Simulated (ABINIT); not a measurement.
# A GW chain in ABINIT: GaAs (F-43m), part 3 of 3

Aim: the G0W0 gap of GaAs (F-43m) on PBE, step by step.

ABINIT 10.8.3; PBE and many-body steps on it, plane waves. Known limits of the many-body steps: not at the basis limit; screening runs away on this mesh; no spin-orbit coupling; coarse k mesh.

So far. Step 3 (Bands along the symmetry lines): The gap is 0.508 eV, as in the run before at this level. Step 4 (Empty states on the mesh, 4×4×4 mesh, 103 bands): On this mesh the gap is 0.508 eV.

### 5. Screening, 4×4×4 mesh, 95 bands, screening to 136.1 eV

The RPA dielectric matrix is built and inverted for each q.

This step: RPA screening on PBE, plane waves, norm-conserving pseudopotentials.

run.abi

```
acell 3*1.0 Angstrom
rprim 
  0.000000000000 2.826850000000 2.826850000000
  2.826850000000 0.000000000000 2.826850000000
  2.826850000000 2.826850000000 -0.000000000000
ntypat 2
znucl 31 33
natom 2
typat 1 2
xred 
  0.000000000000 0.000000000000 0.000000000000
  0.250000000000 0.250000000000 0.250000000000
pp_dirpath "pseudos"
pseudos "Ga.upf, As.upf"
ecut 45
ngkpt 4 4 4
nshiftk 1
shiftk 0 0 0
kptopt 1
chksymbreak 0
istwfk *1
occopt 1
irdwfk 1
optdriver 3
nband 95
ecuteps 5
inclvkb 2
awtr 1
symchi 1
indata_prefix "in"
outdata_prefix "out"
tmpdata_prefix "tmp"
```

Launch:

```
OMP_NUM_THREADS=1 mpirun -n 4 abinit run.abi > log
```

Numbers of over 12 decimals in the logs are rounded to 6 here.

The log of the run:

```text
.Version 10.8.3 of ABINIT. v10.8.2 released Aug 2026.

 Symmetries : space group F-4 3 m (#216); Bravais cF (face-center cubic)
[... echo of the input left out ...]
== DATASET  1 ==================================================================
-   mpi_nproc: 4, omp_nthreads: 1 (-1 if OMP is not activated)

--- !DatasetInfo
iteration_state: {dtset: 1, }
dimensions: {natom: 2, nkpt: 8, mband: 95, nsppol: 1, nspinor: 1, nspden: 1, mpw: 4477, }
cutoff_energies: {ecut:  45.0, pawecutdg:  -1.0, }
electrons: {nelect:   4.40000000E+01, charge:   0.00000000E+00, occopt:   1.00000000E+00, tsmear:   1.00000000E-02, }

 SCREENING: Calculation of the susceptibility and dielectric matrices

 Based on a program developped by R.W. Godby, V. Olevano, G. Onida, and L. Reining.
 Incorporated in ABINIT by V. Olevano, G.-M. Rignanese, and M. Torrent.
.Using double precision arithmetic ; gwpc =  8

[... cell and pseudopotentials left out ...]
--------------------------------------------------------------------------------

 ==== K-mesh for the wavefunctions ====
 Number of points in the irreducible wedge :     8
[... list of points left out ...]
 Together with 24 symmetry operations and time-reversal symmetry
 yields    64 points in the full Brillouin Zone.

 ==== Q-mesh for the screening function ====
 Number of points in the irreducible wedge :     8
[... list of points left out ...]
 Together with 24 symmetry operations and time-reversal symmetry
 yields    64 points in the full Brillouin Zone.

 setmesh: FFT mesh size selected  =    32x   32x   32
          total number of points  =        32768

 vcoul_init : cutoff-mode = AUXILIARY_FUNCTION
 q-points for optical limit:   1
     1)      0.000010    0.000020    0.000030

- screening: taking advantage of time-reversal symmetry
- Maximum band index for partially occupied states nbvw = 22
- Remaining bands to be divided among processors   nbcw = 73
- Number of bands treated by each node ~18

 Number of electrons calculated from density =   44.0000; Expected =   44.0000
 average of density, n =  0.144317
 r_s =    1.1827
 omega_plasma =   36.6450 [eV]

 calculating chi0 at frequencies [eV] :
  1    0.000000E+00    0.000000E+00
  2    0.000000E+00    3.664498E+01

--------------------------------------------------------------------------------
  q-point number  1        q = ( 0.000000, 0.000000, 0.000000) [r.l.u.]
--------------------------------------------------------------------------------
[... chi0 elements left out ...]
 For q-point:  0.000010 0.000020 0.000030
  dielectric constant = 140.4423
  dielectric constant without local fields = 149.5573

  Average fulfillment of the sum rule on Im[epsilon] for q-point    1 :     30.29  [%]
[... wings left out ...]
  q-point number  2        q = ( 0.250000, 0.000000, 0.000000) [r.l.u.]
--------------------------------------------------------------------------------
[... chi0 elements left out ...]
  Average fulfillment of the sum rule on Im[epsilon] for q-point    2 :     35.93  [%]

 [... 6 further q-points ...]
```

The job ended after 38 s (4 MPI ranks of Intel Xeon Platinum 8488C (Sapphire Rapids), shared host; peak memory 1.1 GiB; 2.5 min of CPU time).

This step gave:

* ε∞ with local fields, on this mesh, along the program's q direction: 140.4
* the same without local fields: 149.6
* plasma frequency: 36.65 eV
* plane waves in the screening matrix: 169

Local fields lower ε∞ by 6 %. The value itself is an artefact of the mesh, where one narrow direct gap carries too much weight.

### 6. Self-energy, 4×4×4 mesh, 95 bands, screening to 136.1 eV

The self-energy is evaluated for the states that the input lists, and the levels follow from it, in one-shot runs by the linearised quasiparticle equation.

This step: G0W0 on PBE, plane waves, norm-conserving pseudopotentials.

run.abi, as its differences from that of step 5:

```diff
@@ -23,8 +23,15 @@
 irdwfk 1
-optdriver 3
+optdriver 4
 nband 95
+gwcalctyp 0
+ecutsigx 45
+symsigma 1
+nkptgw 1
+kptgw 
+  0.0000000000 0.0000000000 0.0000000000
+bdgw 
+  20 26
 ecuteps 5
-inclvkb 2
-awtr 1
-symchi 1
+irdscr 1
+ppmodel 1
 indata_prefix "in"
```

The log of the run:

```text
.Version 10.8.3 of ABINIT. v10.8.2 released Aug 2026.

 Symmetries : space group F-4 3 m (#216); Bravais cF (face-center cubic)
[... echo of the input left out ...]
== DATASET  1 ==================================================================
-   mpi_nproc: 4, omp_nthreads: 1 (-1 if OMP is not activated)

--- !DatasetInfo
iteration_state: {dtset: 1, }
dimensions: {natom: 2, nkpt: 8, mband: 95, nsppol: 1, nspinor: 1, nspden: 1, mpw: 4477, }
cutoff_energies: {ecut:  45.0, pawecutdg:  -1.0, }
electrons: {nelect:   4.40000000E+01, charge:   0.00000000E+00, occopt:   1.00000000E+00, tsmear:   1.00000000E-02, }

 SIGMA: Calculation of the GW corrections

 Based on a program developped by R.W. Godby, V. Olevano, G. Onida, and L. Reining.
 Incorporated in ABINIT by V. Olevano, G.-M. Rignanese, and M. Torrent.
.Using double precision arithmetic ; gwpc =  8

[... cell and pseudopotentials left out ...]
--------------------------------------------------------------------------------

 ==== K-mesh for the wavefunctions ====
 Number of points in the irreducible wedge :     8
[... list of points left out ...]
 Together with 24 symmetry operations and time-reversal symmetry
 yields    64 points in the full Brillouin Zone.

 ==== Q-mesh for screening function ====
 Number of points in the irreducible wedge :     8
[... list of points left out ...]
 Together with 24 symmetry operations and time-reversal symmetry
 yields    64 points in the full Brillouin Zone.

 vcoul_init : cutoff-mode = AUXILIARY_FUNCTION
 q-points for optical limit:   1
     1)      0.000010    0.000020    0.000030
 setmesh: FFT mesh size selected  =    45x   45x   45
          total number of points  =        91125

 Number of electrons calculated from density =   44.0000; Expected =   44.0000
 average of density, n =  0.144317
 r_s =    1.1827
 omega_plasma =   36.6450 [eV]

 === KS Band Gaps ===
  >>>> For spin  1
   Minimum direct gap =   0.5078 [eV], located at k-point      :   0.0000  0.0000  0.0000
   Fundamental gap    =   0.5078 [eV], Top of valence bands at :   0.0000  0.0000  0.0000
                                       Bottom of conduction at :   0.0000  0.0000  0.0000
 SIGMA fundamental parameters:
 PLASMON POLE MODEL  1
 number of plane-waves for SigmaX                 4477
 number of plane-waves for SigmaC and W            169
 number of plane-waves for wavefunctions          4477
 number of bands                                    95
 number of independent spin polarizations            1
 number of spinorial components                      1
 number of k-points in IBZ                           8
 number of q-points in IBZ                           8
 number of symmetry operations                      24
 number of k-points in BZ                           64
 number of q-points in BZ                           64
 number of frequencies for dSigma/dE                 9
 frequency step for dSigma/dE [eV]                0.25
 number of omega for Sigma on real axis              0
 max omega for Sigma on real axis  [eV]           0.00
 zcut for avoiding poles [eV]                     0.10

 EPSILON^-1 parameters (SCR file):
 dimension of the eps^-1 matrix on file            169
 dimension of the eps^-1 matrix used               169
 number of plane-waves for wavefunctions          4477
 number of bands                                    95
 number of q-points in IBZ                           8
 number of frequencies                               2
 number of real frequencies                          1
 number of imag frequencies                          1

 matrix elements of self-energy operator (all in [eV])

 Perturbative Calculation

--- !SelfEnergy_ee
iteration_state: {dtset: 1, }
kpoint     : [   0.000,    0.000,    0.000, ]
spin       : 1
KS_gap     :    0.508
QP_gap     :    1.150
Delta_QP_KS:    0.642
data: !SigmaeeData |
     Band     E0 <VxcDFT>   SigX SigC(E0)      Z dSigC/dE  Sig(E)    E-E0       E
       20   5.666 -14.357 -16.013   1.282   0.798  -0.253 -14.655  -0.299   5.368
       21   5.666 -14.357 -16.013   1.282   0.798  -0.253 -14.655  -0.299   5.368
       22   5.666 -14.357 -16.013   1.282   0.798  -0.253 -14.655  -0.299   5.368
       23   6.174 -14.700 -10.607  -3.664   0.802  -0.247 -14.356   0.344   6.518
       24   9.403 -11.528  -7.015  -4.242   0.801  -0.248 -11.310   0.217   9.621
       25   9.403 -11.528  -7.015  -4.242   0.801  -0.248 -11.310   0.217   9.621
       26   9.403 -11.528  -7.015  -4.242   0.801  -0.248 -11.310   0.217   9.621

== END DATASET(S) ==============================================================
================================================================================

 -outvars: echo values of variables after computation  --------
           etotal      0.0000000000E+00
            nband          95
             nkpt           8
          spgroup         216
 [... the other variables as echoed above ...]

 Calculation completed.
```

Elapsed: 5.4 s, on 4 MPI ranks; peak memory 0.78 GiB; 20 s of CPU time.

Numbers from this step:

- G0W0 gap on the points computed: 1.150 eV
- starting gap on the mesh: 0.5078 eV
- k of the valence top: 0, 0, 0
- k of the conduction bottom: 0, 0, 0
- Z at the valence top: 0.798
- Z at the conduction bottom: 0.802
- least direct G0W0 gap on the computed points: 1.150 eV

The gap on the mesh goes from 0.51 eV to 1.15 eV, a correction of +0.64 eV.

Limits: finite bands, cutoff and mesh; no spin-orbit coupling; coarse k mesh. v1 is the top filled band, c1 the lowest empty one. Levels before and after the correction, in eV, zero at the valence-band top of each column:

|  | conduction bottom | valence top |
| --- | --- | --- |
| Kohn-Sham | 0.51 | 0.00 |
| G0W0 | 1.15 | 0.00 |

|  | level | energy (eV) |
| --- | --- | --- |
| Kohn-Sham | Γ v3-v1 | 0.000 |
| Kohn-Sham | Γ c1 | 0.508 |
| Kohn-Sham | Γ c2-c4 | 3.737 |
| G0W0 | Γ v3-v1 | 0.000 |
| G0W0 | Γ c1 | 1.150 |
| G0W0 | Γ c2-c4 | 4.253 |

### 7. Where the time went

Times are wall times on 4 MPI ranks of Intel Xeon Platinum 8488C (Sapphire Rapids), shared host, good to a factor of about two.

| step | time | share | memory (GiB) |
| --- | --- | --- | --- |
| ground state | 23 s | 19 % | 0.39 |
| bands along the symmetry lines | 26 s | 22 % | 0.4 |
| empty states on the mesh | 26 s | 22 % | 0.38 |
| screening | 38 s | 32 % | 1.1 |
| self-energy | 5.4 s | 5 % | 0.78 |

### 8. What came out

| Property | Result |
| --- | --- |
| PBE gap | 0.51 eV, direct |
| G0W0 gap on the mesh | 1.15 eV |
| GW settings | 4×4×4 mesh, 95 bands, screening to 136.1 eV, Godby-Needs plasmon pole |
| known limits | not at the basis limit; screening runs away on this mesh; no spin-orbit coupling; coarse k mesh |

G0W0 moves the gap on the mesh from 0.51 eV to 1.15 eV (+0.64 eV), with Z of 0.80 and 0.80 at the edges. Local fields lower the RPA ε∞ on this mesh from 149.56 to 140.44; a Γ-centred mesh this coarse tends to raise both, most where the direct gap is narrow, while a short band sum lowers them. Only 1 of the mesh's irreducible points was corrected, so a valley elsewhere could overtake. Against experiment, by G0W0@PBE: the direct gap of 1.15 eV lies −0.36 eV from the measured 1.51 eV (exciton, 77 K, 2020); the direct gap of 1.15 eV lies −0.27 eV from the measured 1.418 ± 0.005 eV (direct, 300 K, 2008); the direct gap of 1.15 eV lies −0.26 eV from the measured 1.412 ± 0.01 eV (direct, 300 K, 2008); the direct gap of 1.15 eV lies −0.27 eV from the measured 1.42 eV (direct, 300 K, 2004). An exciton line or allowed optical edge lies below the quasiparticle gap by the binding energy; a forbidden edge can push the onset above it. The calculation has static nuclei and no excitons; a measured gap holds zero-point and thermal motion, which mostly lowers it. Bands and cutoff are finite, so the gap is not at the basis limit. The miss can reach some tenths of an eV and take either sign; the mesh is an error of its own. In the G0W0 run levels were corrected at 1 k point alone, so a gap called «on the mesh» is the least over those, and an edge elsewhere would be missed. The 4×4×4 mesh is coarse for this cell, which bears on the long-range parts of exchange and screening. On this mesh the RPA ε∞ passes 90, more than nearly any semiconductor shows; a coarse mesh does this where one point with a narrow direct gap carries much weight. The screening is then too strong, and the G0W0 gap should not be taken as the material's. The many-body steps are scalar-relativistic: spin-orbit coupling is not in them.

[Paths, hosts, dates, memory and timing lines, banners, echoed tables and standing remarks are left out of the program output.]

[Logs are printed without paths, hosts, clocks, repeated set-up lines and the standing remarks that a program may print on its own settings, such as how far it seeks lower states.]

[Runs of the session that timed out or met a known fault of the program may be left out.]

[Hosts, paths, dates, database ids (printed as entryN), source tags and the programs' standing remarks are cut or masked in the printed files.]

[G0W0 gaps are taken among the corrected bands and points alone; a level outside them can change the order at an edge.]

[Where Ansatz stands beside ABINIT at settings called matched, ABINIT's density can come from a denser mesh and the files from another edition; pairs whose starting gaps differed by over 0.03 eV were left out, so agreement reads better than it is.]
